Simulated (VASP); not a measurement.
# Pt (Im-3m) in VASP: notebook, part 2 of 2

VASP 6.6.1. The steps go on from the part before.

### 4 Equation of state, PBEsol, 15.59 Å³/atom (volume scaled by 0.98)

File INCAR:

```
SYSTEM = Pt
  PREC = Accurate
  ENCUT = 520
  EDIFF = 1E-7
  ISMEAR = -1
  SIGMA = 0.05
  LREAL = .False.
  LASPH = .True.
  NELM = 100
  ALGO = Normal
  ISIF = 2
  LWAVE = .False.
  LCHARG = .False.
  GGA = PS
  NBANDS = 11
```

File KPOINTS:

```
Automatic mesh
0
Gamma
  12 12 12
  0 0 0
```

File POSCAR:

```
Pt
1.0
   -1.5735873306      1.5735873306      1.5735873306
    1.5735873306     -1.5735873306      1.5735873306
    1.5735873306      1.5735873306     -1.5735873306
Pt
1
Direct
    0.0000000000      0.0000000000      0.0000000000
```

On the command line:

```
$ cat potpaw_PBE.64/Pt/POTCAR > POTCAR
$ mpirun -np 1 vasp_std > vasp.out
```

It took 7.9 s on 1 thread of Intel Xeon Platinum 8375C at 2.90GHz (Ice Lake), shared host; peak memory 0.13 GiB.

The run converged. Its results:

```yaml
Free_energy: -6.8606 eV
Pressure: -7.0 GPa
Band_gap_on_the_k_mesh: none (metal or under the smearing width)
```

Caveat: the PAW data sets were made with another functional, which shifts forces and pressure a little.

### 5 Equation of state, PBEsol, 16.22 Å³/atom (volume scaled by 1.02)

INCAR is that of step 4.

KPOINTS is that of step 4.

File POSCAR:

```
Pt
1.0
   -1.5947118289      1.5947118289      1.5947118289
    1.5947118289     -1.5947118289      1.5947118289
    1.5947118289      1.5947118289     -1.5947118289
Pt
1
Direct
    0.0000000000      0.0000000000      0.0000000000
```

On the command line:

```
$ cat potpaw_PBE.64/Pt/POTCAR > POTCAR
$ mpirun -np 1 vasp_std > vasp.out
```

It took 8.6 s on 1 thread of Intel Xeon Platinum 8375C at 2.90GHz (Ice Lake), shared host; peak memory 0.15 GiB.

Results (log left out):

```
Free energy            : -6.8155 eV
Pressure               : -15.6 GPa
Band gap on the k mesh : none (metal or under the smearing width)
```

Caveat: the PAW data sets were made with another functional, which shifts forces and pressure a little.

### 6 Equation of state, PBEsol, 16.54 Å³/atom (volume scaled by 1.04)

INCAR is that of step 5.

KPOINTS is that of step 5.

File POSCAR:

```
Pt
1.0
   -1.6050673907      1.6050673907      1.6050673907
    1.6050673907     -1.6050673907      1.6050673907
    1.6050673907      1.6050673907     -1.6050673907
Pt
1
Direct
    0.0000000000      0.0000000000      0.0000000000
```

Potentials or basis: VASP PAW PBE potentials, release 64 (Pt).

On the command line:

```
$ cat potpaw_PBE.64/Pt/POTCAR > POTCAR
$ mpirun -np 1 vasp_std > vasp.out
```

Run time: 8.1 s. Hardware: 1 thread of Intel Xeon Platinum 8375C at 2.90GHz (Ice Lake), shared host; peak memory 0.15 GiB.

It converged, with:

* Free energy: -6.7813 eV
* Pressure: -19.1 GPa
* Band gap on the k mesh: none (metal or under the smearing width)

Caveat: the PAW data sets were made with another functional, which shifts forces and pressure a little.

### 7 Equation of state, PBEsol, 16.86 Å³/atom (volume scaled by 1.06)

INCAR is that of step 6.

KPOINTS is that of step 6.

File POSCAR:

```
Pt
1.0
   -1.6152910255      1.6152910255      1.6152910255
    1.6152910255     -1.6152910255      1.6152910255
    1.6152910255      1.6152910255     -1.6152910255
Pt
1
Direct
    0.0000000000      0.0000000000      0.0000000000
```

On the command line:

```
$ cat potpaw_PBE.64/Pt/POTCAR > POTCAR
$ mpirun -np 1 vasp_std > vasp.out
```

Wall time 7.3 s (1 thread of Intel Xeon Platinum 8375C at 2.90GHz (Ice Lake), shared host); peak memory 0.15 GiB.

Results (log left out):

```
Free energy            : -6.7405 eV
Pressure               : -22.1 GPa
Band gap on the k mesh : none (metal or under the smearing width)
```

Caveat: the PAW data sets were made with another functional, which shifts forces and pressure a little.

### 8 Equation of state, PBEsol

Potentials or basis: VASP PAW PBE potentials, release 64 (Pt).

No new run: the results of the series are fitted here.

What came out:

```
Equilibrium volume                      : 15.18 Å³/atom
Bulk modulus                            : 279 GPa
Pressure derivative of the bulk modulus : 5.4
```

Energy against volume, from the lowest point:
```
volume (Å³/atom)  energy (meV/atom)
          14.950               2.75
          15.268               0.00
          15.586               8.46
          15.904              26.72
          16.222              53.52
          16.540              87.78
          16.858             128.53
```

Caveat: the PAW data sets were made with another functional, which shifts forces and pressure a little.

### 9 Equation of state, PBE, 14.95 Å³/atom (volume scaled by 0.94)

File INCAR:

```
PREC = Accurate
ENCUT = 520
EDIFF = 1E-7
ISMEAR = -1
SIGMA = 0.05
LREAL = F
LASPH = T
NELM = 60
ALGO = Normal
ISIF = 2
LWAVE = F
LCHARG = F
GGA = PE
NBANDS = 11
```

File KPOINTS:

```
regular mesh
0
Gamma
  12 12 12
```

File POSCAR:

```
Pt
1.0
   -1.5518799051      1.5518799051      1.5518799051
    1.5518799051     -1.5518799051      1.5518799051
    1.5518799051      1.5518799051     -1.5518799051
Pt
1
Direct
    0.0000000000      0.0000000000      0.0000000000
```

Potentials or basis: VASP PAW PBE potentials, release 64 (Pt).

On the command line:

```
$ cat potpaw_PBE.64/Pt/POTCAR > POTCAR
$ mpirun -np 1 vasp_std > vasp.out
```

Wall time 17 s (1 thread of Intel Xeon Platinum 8375C at 2.90GHz (Ice Lake), shared host); peak memory 0.13 GiB.

The run converged. Its results:

| Property | Result |
| --- | --- |
| Free energy | -5.9818 eV |
| Pressure | 15.2 GPa |
| Band gap on the k mesh | none (metal or under the smearing width) |

### 10 Equation of state, PBE, 15.27 Å³/atom (volume scaled by 0.96)

File INCAR:

```
ALGO = Normal
EDIFF = 1E-7
ENCUT = 520
GGA = PE
ISIF = 2
ISMEAR = -1
LASPH = T
LCHARG = F
LREAL = F
LWAVE = F
NBANDS = 11
NELM = 60
PREC = Accurate
SIGMA = 0.05
```

File KPOINTS:

```
k-points
0
Gamma
  12 12 12
```

File POSCAR:

```
Pt
1.0
   -1.5628089970      1.5628089970      1.5628089970
    1.5628089970     -1.5628089970      1.5628089970
    1.5628089970      1.5628089970     -1.5628089970
Pt
1
Direct
    0.0000000000      0.0000000000      0.0000000000
```

On the command line:

```
$ cat potpaw_PBE.64/Pt/POTCAR > POTCAR
$ mpirun -np 1 vasp_std > vasp.out
```

Run time: 15 s. Hardware: 1 thread of Intel Xeon Platinum 8375C at 2.90GHz (Ice Lake), shared host; peak memory 0.13 GiB.

It converged, with:

| Item | Value |
| --- | --- |
| Free energy | -6.0057 eV |
| Pressure | 8.8 GPa |
| Band gap on the k mesh | none (metal or under the smearing width) |

### 11 Equation of state, PBE, 15.59 Å³/atom (volume scaled by 0.98)

File INCAR:

```
PREC     = Accurate       # precision mode
ENCUT    = 520            # plane-wave cutoff, eV
EDIFF    = 1E-7           # SCF threshold, eV
ISMEAR   = -1             # smearing method
SIGMA    = 0.05           # smearing width, eV
LREAL    = False          # projectors in reciprocal space
LASPH    = True           # aspherical terms in the spheres
NELM     = 60             # most SCF steps
ALGO     = Normal         # electronic algorithm
ISIF     = 2              # what is computed and relaxed
LWAVE    = False          # write WAVECAR
LCHARG   = False          # write CHGCAR
GGA      = PE             # functional
NBANDS   = 11             # bands
```

File KPOINTS:

```
Automatic mesh
0
Gamma
  12 12 12
```

File POSCAR:

```
Pt
1.0
   -1.5735873306      1.5735873306      1.5735873306
    1.5735873306     -1.5735873306      1.5735873306
    1.5735873306      1.5735873306     -1.5735873306
Pt
1
Direct
    0.0000000000      0.0000000000      0.0000000000
```

On the command line:

```
$ cat potpaw_PBE.64/Pt/POTCAR > POTCAR
$ mpirun -np 1 vasp_std > vasp.out
```

Run time: 15 s. Hardware: 1 thread of Intel Xeon Platinum 8375C at 2.90GHz (Ice Lake), shared host; peak memory 0.13 GiB.

Results (log left out):

```
Free energy            : -6.0177 eV
Pressure               : 3.2 GPa
Band gap on the k mesh : none (metal or under the smearing width)
```

### 12 Equation of state, PBE, 16.22 Å³/atom (volume scaled by 1.02)

File INCAR:

```
SYSTEM = Pt
ALGO = Normal
EDIFF = 1E-7
ENCUT = 520
GGA = PE
ISIF = 2
ISMEAR = -1
LASPH = .True.
LCHARG = .False.
LREAL = .False.
LWAVE = .False.
NBANDS = 11
NELM = 100
PREC = Accurate
SIGMA = 0.05
```

File KPOINTS:

```
k-points
0
Gamma
  12 12 12
  0 0 0
```

File POSCAR:

```
Pt
1.0
   -1.5947118289      1.5947118289      1.5947118289
    1.5947118289     -1.5947118289      1.5947118289
    1.5947118289      1.5947118289     -1.5947118289
Pt
1
Direct
    0.0000000000      0.0000000000      0.0000000000
```

Potentials or basis: VASP PAW PBE potentials, release 64 (Pt).

On the command line:

```
$ cat potpaw_PBE.64/Pt/POTCAR > POTCAR
$ mpirun -np 1 vasp_std > vasp.out
```

Wall time 16 s (1 thread of Intel Xeon Platinum 8375C at 2.90GHz (Ice Lake), shared host); peak memory 0.15 GiB.

The run converged. Its results:

| Item | Value |
| --- | --- |
| Free energy | -6.0115 eV |
| Pressure | -6.1 GPa |
| Band gap on the k mesh | none (metal or under the smearing width) |

### 13 Equation of state, PBE, 16.54 Å³/atom (volume scaled by 1.04)

File INCAR:

```
ALGO = Normal
EDIFF = 1E-7
ENCUT = 520
GGA = PE
ISIF = 2
ISMEAR = -1
LASPH = True
LCHARG = False
LREAL = False
LWAVE = False
NBANDS = 11
NELM = 60
PREC = Accurate
SIGMA = 0.05
```

File KPOINTS:

```
k-points
0
Gamma
  12 12 12
```

File POSCAR:

```
Pt
1.0
   -1.6050673907      1.6050673907      1.6050673907
    1.6050673907     -1.6050673907      1.6050673907
    1.6050673907      1.6050673907     -1.6050673907
Pt
1
Direct
    0.0000000000      0.0000000000      0.0000000000
```

On the command line:

```
$ cat potpaw_PBE.64/Pt/POTCAR > POTCAR
$ mpirun -np 1 vasp_std > vasp.out
```

It took 15 s on 1 thread of Intel Xeon Platinum 8375C at 2.90GHz (Ice Lake), shared host; peak memory 0.14 GiB.

Results (log left out):

* Free energy: -5.9957 eV
* Pressure: -9.9 GPa
* Band gap on the k mesh: none (metal or under the smearing width)

### 14 Equation of state, PBE, 16.86 Å³/atom (volume scaled by 1.06)

INCAR, as its differences from that of step 13:

```diff
@@ -11,3 +11,3 @@
 NBANDS = 11
-NELM = 60
+NELM = 80
 PREC = Accurate
```

KPOINTS is that of step 13.

File POSCAR:

```
Pt
1.0
   -1.6152910255      1.6152910255      1.6152910255
    1.6152910255     -1.6152910255      1.6152910255
    1.6152910255      1.6152910255     -1.6152910255
Pt
1
Direct
    0.0000000000      0.0000000000      0.0000000000
```

On the command line:

```
$ cat potpaw_PBE.64/Pt/POTCAR > POTCAR
$ mpirun -np 1 vasp_std > vasp.out
```

Wall time 18 s (1 thread of Intel Xeon Platinum 8375C at 2.90GHz (Ice Lake), shared host); peak memory 0.14 GiB.

It converged, with:

```
Free energy            : -5.9729 eV
Pressure               : -13.2 GPa
Band gap on the k mesh : none (metal or under the smearing width)
```

### 15 Equation of state, PBE

Potentials or basis: VASP PAW PBE potentials, release 64 (Pt).

This step only gathers the single runs of the series.

What came out:

```yaml
Equilibrium_volume: 15.79 Å³/atom
Bulk_modulus: 240 GPa
Pressure_derivative_of_the_bulk_modulus: 5.5
```

Energy against volume, from the lowest point:
```csv
volume (Å³/atom),energy (meV/atom)
14.950,37.37
15.268,13.48
15.586,1.51
15.904,0.00
16.222,7.69
16.540,23.44
16.858,46.26
```
